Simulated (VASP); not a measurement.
Runs of VASP 6.6.1 on BaZrO3. The structure is cubic, space group Pm-3m (No. 221). Conventional cell: a = 4.189 Å, b = 4.189 Å, c = 4.189 Å, α = 90.00°, β = 90.00°, γ = 90.00°. Ba (site symmetry m-3m) is surrounded by 12 O at 2.96 Å. Zr (site symmetry m-3m) is surrounded by 6 O at 2.09 Å. O (site symmetry 4/mmm) is surrounded by 2 Zr at 2.09 Å. The cell is a database's computed one.

| level | potentials or basis | k mesh | cutoff (eV) | smearing | gap on the mesh (eV) | pressure (GPa) |
| --- | --- | --- | --- | --- | --- | --- |
| PBEsol | VASP PAW PBE potentials, release 64 (Ba_sv, Zr_sv, O) | 6 × 6 × 6 | 520 | gaussian 0.5 eV | 3.11 | 0.1 |
| PBEsol | VASP PAW PBE potentials, release 64 (Ba_sv, Zr_sv, O) | 6 × 6 × 6 | 700 | gaussian 0.02 eV | 3.11 | 0.0 |
| PBEsol | VASP PAW PBE potentials, release 64 (Ba_sv, Zr_sv, O_h) | 6 × 6 × 6 | 900 | gaussian 0.02 eV | 3.11 | (a) |
| r2SCAN | VASP PAW PBE potentials, release 64 (Ba_sv, Zr_sv, O) | 6 × 6 × 6 | 520 | gaussian 0.02 eV | 3.71 | 2.9 |
| PBEsol | VASP PAW PBE potentials, release 64 (Ba_sv, Zr_sv, O) | 8 × 8 × 8 | 520 | gaussian 0.02 eV | 3.11 | 0.1 |

Alike in all rows: task single point; no spin polarisation; cell as given.

Task: Estimate the missing entries.

Result: (a) -0.2.

Caveats: the PAW data sets were made with another functional, which shifts forces and pressure a little; spin-orbit coupling is left out, which moves the levels of the heavy elements; the cutoff is under 1.25 times the usual one of these potentials, so pressure, stress and relaxed cells hold a basis-set (Pulay) error (some runs).

A k mesh can miss the band edges, and the runs leave out spin-orbit coupling on Ba, Zr.
